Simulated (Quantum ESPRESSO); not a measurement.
# FeO: phonons at points of the zone under several settings

```xyz
2
Lattice="2.6125 0.0000 0.0000 0.0000 2.6125 0.0000 0.0000 0.0000 2.6125" Properties=species:S:1:pos:R:3 pbc="T T T"
Fe    0.0000    0.0000    0.0000
O     1.3062    1.3062    1.3062
```

The cell comes from a database or a generator and needn't be the stable form of this composition.

All runs used Quantum ESPRESSO 7.5; potentials GBRV 1.5 LDA; k mesh 8 × 8 × 8, shifted; given cell, atoms relaxed; collinear spin, ferromagnetic start; cutoff 762 eV; occupations fermi-dirac, width 0.05 eV.

```tsv
level	point	frequencies (cm⁻¹)
LDA	Γ (0.000, 0.000, 0.000)	?
LDA	M (0.500, 0.500, 0.000)	238i 60 168 168 411 411
LDA	R (0.500, 0.500, 0.500)	153 153 153 366 366 366
```

**Question.** What stands in the row left open?

**Answer.** Frequencies 0 0 0 110 110 110 cm⁻¹.

Values marked i are imaginary: the cell is unstable against those modes at that level, or the meshes are too thin.

Caveats: the mesh is thin for the phonons of a metal; the cell is more than 3 GPa from zero pressure, which shifts response properties; a cell with one magnetic atom can't hold antiferromagnetic order, which such compounds often take; some modes are imaginary (some runs).

For the row left open. Caveat: the mesh is thin for the phonons of a metal; the cell is more than 3 GPa from zero pressure, which shifts response properties; a cell with one magnetic atom can't hold antiferromagnetic order, which such compounds often take.
